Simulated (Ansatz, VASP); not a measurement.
## One calculation of Na, two programs

File INCAR:

```
SYSTEM = Na
  PREC = Accurate
  ENCUT = 520
  EDIFF = 1E-6
  ISMEAR = -1
  SIGMA = 0.05
  LREAL = .FALSE.
  LASPH = .TRUE.
  NELM = 60
  ALGO = Normal
  ISIF = 2
  LWAVE = .FALSE.
  LCHARG = .FALSE.
  GGA = CA
  NBANDS = 10
```

The input KPOINTS:

```
Automatic mesh
0
G
  13 13 13
  0 0 0
```

POSCAR

```
Na
1.0
    0.0000000000      1.9586988101      1.9586988101
    1.9586988101      0.0000000000      1.9586988101
    1.9586988101      1.9586988101      0.0000000000
Na
1
Direct
    0.0000000000      0.0000000000      0.0000000000
```

Input for Ansatz:

```yaml
crystal:
  lattice:
    - [0.0, 1.9586988101, 1.9586988101]
    - [1.9586988101, 0.0, 1.9586988101]
    - [1.9586988101, 1.9586988101, 0.0]
  atoms:
    - { symbol: Na, position: [0.0, 0.0, 0.0] }
kpoints:
  mp_grid: { grid: [13, 13, 13] }
scf:
  occupations: { method: fermi_dirac, width: 0.05 }
hamiltonian:
  xc: lda
  pseudopotentials: { kind: paw }
output:
  forces: true
  stress: true
  eigenvalues: true
  populations: true
```

Change from the starting cell: volume scaled by 0.45, PAW files.

Alike in both runs: task single point; functional LDA; k mesh 13 × 13 × 13; occupations fermi-dirac, width 0.05 eV; no spin polarisation.

```csv
,VASP,Ansatz
version,VASP 6.6.1,Ansatz 0.2.0
potentials or method,"VASP PAW LDA potentials, release 64 (Na_pv)","PAW with Ansatz's default frozen-core files, scalar-relativistic"
plane-wave cutoff (eV),520,420
valence electrons in the cell,7,9
```

```csv
,VASP,Ansatz,Ansatz less VASP
pressure (GPa),33.0,33.1,+0.10
```

The two sets of potentials don't hold the same shells in valence.

Caveats: so large a pressure means that the cell lies far from this level's equilibrium, or that cutoff or potentials fall short (VASP).
